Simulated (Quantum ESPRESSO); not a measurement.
**Al: phonons with PBE**

Crystal: Al.

```
Al
1.0
     4.49160    0.00000    0.00000
    -2.24580    3.88984    0.00000
     0.00000    0.00000    2.72260
Al
2
Direct
  0.33333 0.66667 0.00000
  0.66667 0.33333 0.00000
```

The cell was built by a generator and needn't be a form met in nature.

```yaml
Program: Quantum ESPRESSO 7.5
Task: phonons
Functional: PBE
Potentials_or_basis: PseudoDojo 0.4.1 SR PBE standard
Cutoff: 544 eV
Density_cutoff: 2177 eV
k_mesh: 7 × 7 × 10
Occupations: cold, width 0.2 eV
Spin: no spin polarisation
Mixing_beta: 0.5
Most_SCF_iterations: 120
SCF_threshold: 4e-10 Ry
```

* Pressure after relaxing: 1.5 GPa
* Band gap on the k mesh: none (metal or under the smearing width)
* Highest phonon frequency at the q point run: 350 cm⁻¹
* Most unstable mode: 109i cm⁻¹

Stress tensor (GPa, compression positive):
```
1.94 0.00 0.00
0.00 1.94 0.00
0.00 0.00 0.71
```

Levels at points of the mesh, in eV from the Fermi level:
| k point | band 1 | band 2 | band 3 | band 4 | band 5 | band 6 |
| --- | --- | --- | --- | --- | --- | --- |
| (0.00, 0.00, 0.00) | -8.94 | -0.86 | -0.86 | -0.39 | 2.23 | 2.23 |
| (0.00, 0.00, -0.50) | -4.47 | -3.64 | 2.47 | 2.47 | 2.82 | 5.79 |

Phonon frequencies in cm⁻¹ (negative: imaginary):
```csv
q point,frequencies
"(0.500, 0.000, 0.500)",-109 165 285 295 314 350
```

Phonon modes at q = (0.500, 0.000, 0.500) in reciprocal lattice units:
| mode | symmetry | cm⁻¹ |
| --- | --- | --- |
| 1 | A_g | -109 |
| 2 | B_u | 165 |
| 3 | A_g | 285 |
| 4 | A_u | 295 |
| 5 | B_g | 314 |
| 6 | B_u | 350 |

Wall time 100 s on 1 thread of Intel(R) Xeon(R) 6975P-C (Granite Rapids) (shared host), peak memory 0.09 GiB.

Caveat: the mesh is thin for the phonons of a metal; some modes are imaginary; the q point doesn't lie on the k mesh, which can shift a metal's frequencies strongly unless the mesh is converged.
